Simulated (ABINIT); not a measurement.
# ZrC (Fm-3m) in ABINIT: a series of runs

The runs below take ZrC through equation of state, band structure, with PBEsol, r2SCAN, AM05, RPBE.

Program: ABINIT 10.8.3 (patched build). These are calculated values, not measurements. Logs are shortened: lines on timing, memory, paths and dates and some standing lists are left out, and cuts for length are marked. The log counts tension as positive stress, the text compression.

**1. The crystal as given**

It takes space group Fm-3m (No. 225, cubic). Conventional cell: a = 4.730 Å, b = 4.730 Å, c = 4.730 Å, α = 90.00°, β = 90.00°, γ = 90.00°. Zr (site symmetry m-3m) is surrounded by 6 C at 2.37 Å. Around C (site symmetry m-3m) lie 6 Zr at 2.37 Å.

**2. Equation of state, PBEsol**

run.abi reads:

```
ndtset 7
getwfk -1
scalecart1 3*0.9795861087
scalecart2 3*0.9864848297
scalecart3 3*0.9932883884
scalecart4 3*1.0000000000
scalecart5 3*1.0066227096
scalecart6 3*1.0131594038
scalecart7 3*1.0196128224

pp_dirpath "./"
pseudos "Zr.GGA_PBE-JTH.xml, C.GGA_PBE-JTH.xml"

acell 3*1.0
rprim
     0.0000000000     4.4692022847     4.4692022847
     4.4692022847     0.0000000000     4.4692022847
     4.4692022847     4.4692022847     0.0000000000
ntypat 2
znucl 40 6
natom 2
typat 1 2
xred
     0.5000000000     0.5000000000     0.5000000000
     0.0000000000     0.0000000000     0.0000000000

ecut 19.0
pawecutdg 38.0

kptopt 1
ngkpt 10 10 10
nshiftk 1
shiftk 0.0 0.0 0.0

ixc -116133

nband 12
occopt 3
tsmear 0.00183747

nstep 100
tolvrs 1.0e-9

iomode 3
prtwf 1
prtden 0
prteig 0
prtebands 0
enunit 2
```

Potentials or basis: JTH PAW PBE v2.0.

Run with:

```
abinit run.abi > log 2>&1
```

run.abo:

```text
.Version 10.8.3 of ABINIT
 DATASET    1 : space group Fm -3 m (#225); Bravais cF (face-center cubic)
================================================================================
 Values of the parameters that define the memory need for DATASET  1.
     intxc =       0    ionmov =       0      iscf =      17    lmnmax =      18
     lnmax =       6     mgfft =      27  mpssoang =       3    mqgrid =    3001
     natom =       2  nloc_mem =       2    nspden =       1   nspinor =       1
    nsppol =       1      nsym =      48    n1xccc =       1    ntypat =       2
    occopt =       3   xclevel =       2
       mpw =         678          nfft =       19683          nkpt =          47
 PAW method is used; the additional fine FFT grid is defined by:
   mgfftf=        36    nfftf =     46656
================================================================================
================================================================================
[... 71 lines left out ...]
 DATASET    7 : space group Fm -3 m (#225); Bravais cF (face-center cubic)
================================================================================
 Values of the parameters that define the memory need for DATASET  7.
     intxc =       0    ionmov =       0      iscf =      17    lmnmax =      18
     lnmax =       6     mgfft =      27  mpssoang =       3    mqgrid =    3001
     natom =       2  nloc_mem =       2    nspden =       1   nspinor =       1
    nsppol =       1      nsym =      48    n1xccc =       1    ntypat =       2
    occopt =       3   xclevel =       2
       mpw =         763          nfft =       19683          nkpt =          47
 PAW method is used; the additional fine FFT grid is defined by:
   mgfftf=        36    nfftf =     46656
================================================================================
================================================================================

--------------------------------------------------------------------------------
------------- Echo of variables that govern the present computation ------------
--------------------------------------------------------------------------------
 -outvars: echo values of preprocessed input variables --------
            acell      1.0000000000E+00  1.0000000000E+00  1.0000000000E+00 Bohr
              amu      9.12240000E+01  1.20110000E+01
             ecut      1.90000000E+01 Hartree
           enunit           2
           getwfk          -1
              ixc     -116133
           jdtset        1    2    3    4    5    6    7
         kptrlatt       10    0    0      0   10    0      0    0   10
          kptrlen1     6.19138239E+01
          kptrlen2     6.23498511E+01
          kptrlen3     6.27798637E+01
          kptrlen4     6.32040648E+01
          kptrlen5     6.36226470E+01
          kptrlen6     6.40357927E+01
          kptrlen7     6.44436749E+01
            natom           2
            nband          12
           ndtset           7
            ngfft          27      27      27
          ngfftdg          36      36      36
             nkpt          47
            nstep         100
             nsym          48
           ntypat           2
           occopt           3
        pawecutdg      3.80000000E+01 Hartree
         pawxcdev           0
           prtden           0
        prtebands           0
           prteig           0
            rprim1     0.0000000000E+00  4.3779684751E+00  4.3779684751E+00
                       4.3779684751E+00  0.0000000000E+00  4.3779684751E+00
                       4.3779684751E+00  4.3779684751E+00  0.0000000000E+00
            rprim2     0.0000000000E+00  4.4088002547E+00  4.4088002547E+00
                       4.4088002547E+00  0.0000000000E+00  4.4088002547E+00
                       4.4088002547E+00  4.4088002547E+00  0.0000000000E+00
            rprim3     0.0000000000E+00  4.4392067348E+00  4.4392067348E+00
                       4.4392067348E+00  0.0000000000E+00  4.4392067348E+00
                       4.4392067348E+00  4.4392067348E+00  0.0000000000E+00
            rprim4     0.0000000000E+00  4.4692022847E+00  4.4692022847E+00
                       4.4692022847E+00  0.0000000000E+00  4.4692022847E+00
                       4.4692022847E+00  4.4692022847E+00  0.0000000000E+00
            rprim5     0.0000000000E+00  4.4988005136E+00  4.4988005136E+00
                       4.4988005136E+00  0.0000000000E+00  4.4988005136E+00
                       4.4988005136E+00  4.4988005136E+00  0.0000000000E+00
            rprim6     0.0000000000E+00  4.5280143222E+00  4.5280143222E+00
                       4.5280143222E+00  0.0000000000E+00  4.5280143222E+00
                       4.5280143222E+00  4.5280143222E+00  0.0000000000E+00
            rprim7     0.0000000000E+00  4.5568559554E+00  4.5568559554E+00
                       4.5568559554E+00  0.0000000000E+00  4.5568559554E+00
[... 15 lines left out ...]
                       0.0000000000E+00  0.0000000000E+00  0.0000000000E+00
           xangst6     2.3961219883E+00  2.3961219883E+00  2.3961219883E+00
                       0.0000000000E+00  0.0000000000E+00  0.0000000000E+00
           xangst7     2.4113843233E+00  2.4113843233E+00  2.4113843233E+00
                       0.0000000000E+00  0.0000000000E+00  0.0000000000E+00
            xcart1     4.3779684751E+00  4.3779684751E+00  4.3779684751E+00
                       0.0000000000E+00  0.0000000000E+00  0.0000000000E+00
            xcart2     4.4088002547E+00  4.4088002547E+00  4.4088002547E+00
                       0.0000000000E+00  0.0000000000E+00  0.0000000000E+00
            xcart3     4.4392067348E+00  4.4392067348E+00  4.4392067348E+00
                       0.0000000000E+00  0.0000000000E+00  0.0000000000E+00
            xcart4     4.4692022847E+00  4.4692022847E+00  4.4692022847E+00
                       0.0000000000E+00  0.0000000000E+00  0.0000000000E+00
            xcart5     4.4988005136E+00  4.4988005136E+00  4.4988005136E+00
                       0.0000000000E+00  0.0000000000E+00  0.0000000000E+00
            xcart6     4.5280143222E+00  4.5280143222E+00  4.5280143222E+00
                       0.0000000000E+00  0.0000000000E+00  0.0000000000E+00
            xcart7     4.5568559554E+00  4.5568559554E+00  4.5568559554E+00
                       0.0000000000E+00  0.0000000000E+00  0.0000000000E+00
             xred      5.0000000000E-01  5.0000000000E-01  5.0000000000E-01
                       0.0000000000E+00  0.0000000000E+00  0.0000000000E+00
            znucl       40.00000    6.00000

================================================================================

 chkinp: Checking input parameters for consistency, jdtset=   1.

 chkinp: Checking input parameters for consistency, jdtset=   2.
[... 36 lines left out ...]
 getcut: wavevector=  0.0000  0.0000  0.0000  ngfft=  36  36  36
         ecut(hartree)=     38.000   => boxcut(ratio)=   2.09536

--- Pseudopotential description ------------------------------------------------
- pspini: atom type   1  psp file is ./Zr.GGA_PBE-JTH.xml
 Pseudopotential format is: paw10
 basis_size (lnmax)=  6 (lmn_size= 18), orbitals=   0   0   1   1   2   2
 Spheres core radius: rc_sph= 2.22030268
 Shapefunction is BESSEL type: shapef(r,l)=aa(1,l)*jl(q(1,l)*r)+aa(2,l)*jl(q(2,l)*r)
 Radius for shape functions =  2.22030268
 Compensation charge density is not taken into account in XC energy/potential

- pspini: atom type   2  psp file is ./C.GGA_PBE-JTH.xml
 Pseudopotential format is: paw10
 basis_size (lnmax)=  4 (lmn_size=  8), orbitals=   0   0   1   1
 Spheres core radius: rc_sph= 1.50736703
 Shapefunction is SIN type: shapef(r)=[sin(pi*r/rshp)/(pi*r/rshp)]**2
 Radius for shape functions =  1.30052589
 Compensation charge density is not taken into account in XC energy/potential

   3.19578956E+02                                ecore*ucvol(ha*bohr**3)
--------------------------------------------------------------------------------

[... 1265 lines left out ...]
-Cartesian components of stress tensor (GPa)         [Pressure= -1.8953E+01 GPa]
- sigma(1 1)=  1.89528633E+01  sigma(3 2)=  0.00000000E+00
- sigma(2 2)=  1.89528633E+01  sigma(3 1)=  0.00000000E+00
- sigma(3 3)=  1.89528633E+01  sigma(2 1)=  0.00000000E+00

== END DATASET(S) ==============================================================
================================================================================

 -outvars: echo values of variables after computation  --------
            acell      1.0000000000E+00  1.0000000000E+00  1.0000000000E+00 Bohr
           etotal1    -5.3298969494E+01
           etotal2    -5.3299342322E+01
           etotal3    -5.3299113260E+01
           etotal4    -5.3298351085E+01
           etotal5    -5.3297094037E+01
           etotal6    -5.3295394635E+01
           etotal7    -5.3293302806E+01
            fcart1    -0.0000000000E+00 -0.0000000000E+00 -0.0000000000E+00
                      -0.0000000000E+00 -0.0000000000E+00 -0.0000000000E+00
            fcart2    -0.0000000000E+00 -0.0000000000E+00 -0.0000000000E+00
                      -0.0000000000E+00 -0.0000000000E+00 -0.0000000000E+00
            fcart3    -0.0000000000E+00 -0.0000000000E+00 -0.0000000000E+00
                      -0.0000000000E+00 -0.0000000000E+00 -0.0000000000E+00
            fcart4    -0.0000000000E+00 -0.0000000000E+00 -0.0000000000E+00
                      -0.0000000000E+00 -0.0000000000E+00 -0.0000000000E+00
            fcart5    -0.0000000000E+00 -0.0000000000E+00 -0.0000000000E+00
                      -0.0000000000E+00 -0.0000000000E+00 -0.0000000000E+00
[... 38 lines left out ...]
                       0.0000000000E+00  0.0000000000E+00  0.0000000000E+00
           xangst1     2.3167211455E+00  2.3167211455E+00  2.3167211455E+00
                       0.0000000000E+00  0.0000000000E+00  0.0000000000E+00
           xangst2     2.3330366206E+00  2.3330366206E+00  2.3330366206E+00
                       0.0000000000E+00  0.0000000000E+00  0.0000000000E+00
           xangst3     2.3491270370E+00  2.3491270370E+00  2.3491270370E+00
                       0.0000000000E+00  0.0000000000E+00  0.0000000000E+00
           xangst4     2.3649999984E+00  2.3649999984E+00  2.3649999984E+00
                       0.0000000000E+00  0.0000000000E+00  0.0000000000E+00
           xangst5     2.3806627066E+00  2.3806627066E+00  2.3806627066E+00
                       0.0000000000E+00  0.0000000000E+00  0.0000000000E+00
           xangst6     2.3961219883E+00  2.3961219883E+00  2.3961219883E+00
                       0.0000000000E+00  0.0000000000E+00  0.0000000000E+00
           xangst7     2.4113843233E+00  2.4113843233E+00  2.4113843233E+00
                       0.0000000000E+00  0.0000000000E+00  0.0000000000E+00
             xred      5.0000000000E-01  5.0000000000E-01  5.0000000000E-01
                       0.0000000000E+00  0.0000000000E+00  0.0000000000E+00
 Calculation completed.
```

Run time: 86 s. Hardware: 1 thread of Intel Xeon Platinum 8488C (Sapphire Rapids), shared host; peak memory 0.14 GiB.

Results:

```
Equilibrium volume                      : 12.73 Å³/atom
Bulk modulus                            : 235 GPa
Pressure derivative of the bulk modulus : 3.9
```

Energy against volume, from the lowest point:
| volume (Å³/atom) | energy (meV/atom) |
| --- | --- |
| 12.434 | 5.07 |
| 12.699 | 0.00 |
| 12.963 | 3.12 |
| 13.228 | 13.49 |
| 13.493 | 30.59 |
| 13.757 | 53.71 |
| 14.022 | 82.17 |

Caveat: pressures at fixed basis lie under the slope of the energies; the PAW data sets were made with another functional, which shifts forces and pressure a little.

**3. Band structure, r2SCAN**

run.abi reads:

```
# Datasets: ground state, then fixed potential
ndtset 2

# Pseudopotentials
pp_dirpath "./"
pseudos "Zr.GGA_PBE-JTH.xml, C.GGA_PBE-JTH.xml"

# Structure
acell 3*1.0
rprim
     0.0000000000     4.4692022847     4.4692022847
     4.4692022847     0.0000000000     4.4692022847
     4.4692022847     4.4692022847     0.0000000000
ntypat 2
znucl 40 6
natom 2
typat 1 2
xred
     0.5000000000     0.5000000000     0.5000000000
     0.0000000000     0.0000000000     0.0000000000

# Plane-wave basis
ecut 23.0
pawecutdg 45.0

# Exchange and correlation
ixc -497498
usekden 1
pawxcdev 0

# Bands and occupations
occopt 3
tsmear 0.00183747

# SCF cycle
nstep 100

# Output
iomode 3
prtwf 0
prteig 0
prtebands 0
enunit 1
prtden1 1
prtkden1 1

# Dataset 1
kptopt1 1
ngkpt1 10 10 10
nshiftk1 1
shiftk1 0.0 0.0 0.0
nband1 12
tolvrs1 1.0e-7

# Dataset 2: bands along G-X-W-K-G-L-U-W-L-K
iscf2 -2
getden2 1
getkden2 1
nband2 18
nbdbuf2 4
tolwfr2 1.0e-11
kptopt2 -9
ndivsm2 8
prteig2 1
kptbounds2
     0.0000000000     0.0000000000     0.0000000000
     0.5000000000     0.0000000000     0.5000000000
     0.5000000000     0.2500000000     0.7500000000
     0.3750000000     0.3750000000     0.7500000000
     0.0000000000     0.0000000000     0.0000000000
     0.5000000000     0.5000000000     0.5000000000
     0.6250000000     0.2500000000     0.6250000000
     0.5000000000     0.2500000000     0.7500000000
     0.5000000000     0.5000000000     0.5000000000
     0.3750000000     0.3750000000     0.7500000000
```

Potentials or basis: JTH PAW PBE v2.0.

Run with:

```
abinit run.abi > log 2>&1
```

Wall time 2.6 min (1 thread of Intel Xeon Platinum 8488C (Sapphire Rapids), shared host); peak memory 0.15 GiB.

The run converged. Its results:

| Item | Value |
| --- | --- |
| Free energy | -1083.6994 eV |
| Pressure | -1.3 GPa |
| Band gap on the k mesh | none (metal or under the smearing width) |
| Valence electrons inside the program's atomic spheres | Zr 9.00; C 2.41 |

Levels at the corners of the path, in eV from the Fermi level:
| point | band 5 | band 6 | band 7 | band 8 | band 9 | band 10 | band 11 | band 12 |
| --- | --- | --- | --- | --- | --- | --- | --- | --- |
| Γ | -11.97 | 0.90 | 0.90 | 0.90 | 1.27 | 1.27 | 1.27 | 2.87 |
| X | -10.83 | -2.24 | -1.60 | -0.03 | -0.03 | 4.48 | 5.81 | 5.81 |
| W | -10.15 | -2.76 | -2.43 | -2.43 | 3.46 | 3.46 | 5.82 | 7.12 |
| K | -10.21 | -3.11 | -2.42 | -1.69 | 1.64 | 5.05 | 5.58 | 7.47 |
| Γ | -11.97 | 0.90 | 0.90 | 0.90 | 1.27 | 1.27 | 1.27 | 2.87 |
| L | -8.96 | -5.40 | -3.06 | -3.06 | 4.67 | 4.67 | 5.55 | 6.87 |
| U | -10.21 | -3.11 | -2.42 | -1.69 | 1.64 | 5.05 | 5.58 | 7.47 |
| W | -10.15 | -2.76 | -2.43 | -2.43 | 3.46 | 3.46 | 5.82 | 7.12 |
| L | -8.96 | -5.40 | -3.06 | -3.06 | 4.67 | 4.67 | 5.55 | 6.87 |
| K | -10.21 | -3.11 | -2.42 | -1.69 | 1.64 | 5.05 | 5.58 | 7.47 |

Caveat: totals of a meta-GGA on PAW files have another zero than those of a GGA; the PAW data sets were made with another functional, which shifts forces and pressure a little.

**4. Band structure, AM05**

Edit run.abi of step 3 so:

```diff
@@ -8,7 +8,7 @@
 # Structure
-acell 3*1.0
+acell 3*1.0 Angstrom
 rprim
-     0.0000000000     4.4692022847     4.4692022847
-     4.4692022847     0.0000000000     4.4692022847
-     4.4692022847     4.4692022847     0.0000000000
+     0.0000000000     2.3650000000     2.3650000000
+     2.3650000000     0.0000000000     2.3650000000
+     2.3650000000     2.3650000000     0.0000000000
 ntypat 2
@@ -22,9 +22,7 @@
 # Plane-wave basis
-ecut 23.0
-pawecutdg 45.0
+ecut 517.016339 eV
+pawecutdg 38.0
 
 # Exchange and correlation
-ixc -497498
-usekden 1
-pawxcdev 0
+ixc -120135
 
@@ -44,3 +42,5 @@
 prtden1 1
-prtkden1 1
+prtvha1 1
+prtvclmb1 1
+prtpot1 1
 
@@ -52,3 +52,3 @@
 nband1 12
-tolvrs1 1.0e-7
+tolvrs1 1.0e-9
 
@@ -57,3 +57,2 @@
 getden2 1
-getkden2 1
 nband2 18
@@ -62,4 +61,5 @@
 kptopt2 -9
-ndivsm2 8
+ndivsm2 5
 prteig2 1
+prtvol2 -3
 kptbounds2
```

Run with:

```
abinit run.abi > log 2>&1
```

Wall time 27 s (1 thread of Intel Xeon Platinum 8488C (Sapphire Rapids), shared host); peak memory 0.12 GiB.

It converged, with:

| Item | Value |
| --- | --- |
| Free energy | -1449.1061 eV |
| Pressure | -9.3 GPa |
| Band gap on the k mesh | none (metal or under the smearing width) |
| Valence electrons inside the program's atomic spheres | Zr 9.03; C 2.36 |

Levels at the corners of the path, in eV from the Fermi level:
```
point  band 5  band 6  band 7  band 8  band 9  band 10  band 11  band 12
    Γ  -11.22    0.94    0.94    0.94    1.05     1.05     1.05     2.74
    X  -10.00   -2.12   -1.78    0.04    0.04     4.36     5.54     5.54
    W   -9.33   -2.61   -2.37   -2.37    3.22     3.22     5.55     6.86
    K   -9.40   -3.05   -2.33   -1.55    1.45     4.77     5.28     7.21
    Γ  -11.22    0.94    0.94    0.94    1.05     1.05     1.05     2.74
    L   -8.17   -5.28   -2.88   -2.88    4.40     4.40     5.21     6.34
    U   -9.40   -3.05   -2.33   -1.55    1.45     4.77     5.28     7.21
    W   -9.33   -2.61   -2.37   -2.37    3.22     3.22     5.55     6.86
    L   -8.17   -5.28   -2.88   -2.88    4.40     4.40     5.21     6.34
    K   -9.40   -3.05   -2.33   -1.55    1.45     4.77     5.28     7.21
```

Caveat: the PAW data sets were made with another functional, which shifts forces and pressure a little.

**5. Band structure, RPBE, spin-orbit coupling, no magnetisation**

Edit run.abi of step 4 so:

```diff
@@ -8,7 +8,7 @@
 # Structure
-acell 3*1.0 Angstrom
+acell 3*1.0
 rprim
-     0.0000000000     2.3650000000     2.3650000000
-     2.3650000000     0.0000000000     2.3650000000
-     2.3650000000     2.3650000000     0.0000000000
+     0.0000000000     4.4692022847     4.4692022847
+     4.4692022847     0.0000000000     4.4692022847
+     4.4692022847     4.4692022847     0.0000000000
 ntypat 2
@@ -26,3 +26,3 @@
 # Exchange and correlation
-ixc -120135
+ixc 15
 
@@ -31,2 +31,7 @@
 tsmear 0.00183747
+
+# Spin
+nspinor 2
+nspden 1
+pawspnorb 1
 
@@ -42,8 +47,5 @@
 prtden1 1
-prtvha1 1
-prtvclmb1 1
-prtpot1 1
 
 # Dataset 1
-kptopt1 1
+kptopt1 4
 ngkpt1 10 10 10
@@ -51,3 +53,3 @@
 shiftk1 0.0 0.0 0.0
-nband1 12
+nband1 24
 tolvrs1 1.0e-9
@@ -57,9 +59,8 @@
 getden2 1
-nband2 18
-nbdbuf2 4
+nband2 36
+nbdbuf2 8
 tolwfr2 1.0e-11
 kptopt2 -9
-ndivsm2 5
+ndivsm2 6
 prteig2 1
-prtvol2 -3
 kptbounds2
```

Run with:

```
abinit run.abi > log 2>&1
```

It took 2 min on 1 thread of Intel Xeon Platinum 8488C (Sapphire Rapids), shared host; peak memory 0.18 GiB.

It converged, with:

* Free energy: -1448.7219 eV
* Pressure: 0.0 GPa
* Band gap on the k mesh: none (metal or under the smearing width)
* Valence electrons inside the program's atomic spheres: Zr 9.02; C 2.38

Levels at the corners of the path, in eV from the Fermi level:
| point | band 14 | band 15 | band 16 | band 17 | band 18 | band 19 |
| --- | --- | --- | --- | --- | --- | --- |
| Γ | 0.94 | 0.94 | 0.94 | 1.07 | 1.07 | 1.07 |
| X | -1.70 | -0.03 | -0.03 | 0.08 | 0.08 | 4.32 |
| W | -2.42 | -2.28 | -2.28 | 3.22 | 3.22 | 3.24 |
| K | -2.31 | -1.56 | -1.56 | 1.48 | 1.48 | 4.77 |
| Γ | 0.94 | 0.94 | 0.94 | 1.07 | 1.07 | 1.07 |
| L | -2.90 | -2.88 | -2.88 | 4.39 | 4.39 | 4.40 |
| U | -2.31 | -1.56 | -1.56 | 1.48 | 1.48 | 4.77 |
| W | -2.42 | -2.28 | -2.28 | 3.22 | 3.22 | 3.24 |
| L | -2.90 | -2.88 | -2.88 | 4.39 | 4.39 | 4.40 |
| K | -2.31 | -1.56 | -1.56 | 1.48 | 1.48 | 4.77 |

Caveat: the PAW data sets were made with another functional, which shifts forces and pressure a little.

**6. Summary**

| task | level | spin | cutoff (eV) | fine-grid cutoff | gap on the mesh (eV) | pressure (GPa) |
| --- | --- | --- | --- | --- | --- | --- |
| equation of state | PBEsol | off | 517 | 1034.03 eV | - | - |
| band structure | r2SCAN | off | 626 | 1224.51 eV | none | -1.3 |
| band structure | AM05 | off | 517 | 1034.03 eV | none | -9.3 |
| band structure | RPBE | SOC, no magnetisation | 517 | 1034.03 eV | none | 0.0 |

Alike in all rows: potentials or basis JTH PAW PBE v2.0; cell as given; k mesh 10 × 10 × 10; smearing fermi-dirac 0.05 eV.

The pressure there spans -9.3 GPa (AM05) to 0.0 GPa (RPBE); a positive pressure means that this level wants a larger cell, a negative one a smaller.

Caveats: the PAW data sets were made with another functional, which shifts forces and pressure a little; pressures at fixed basis lie under the slope of the energies (some runs); totals of a meta-GGA on PAW files have another zero than those of a GGA (some runs).

Total energies depend on the potentials used, so only differences within one code and one set of settings carry meaning.
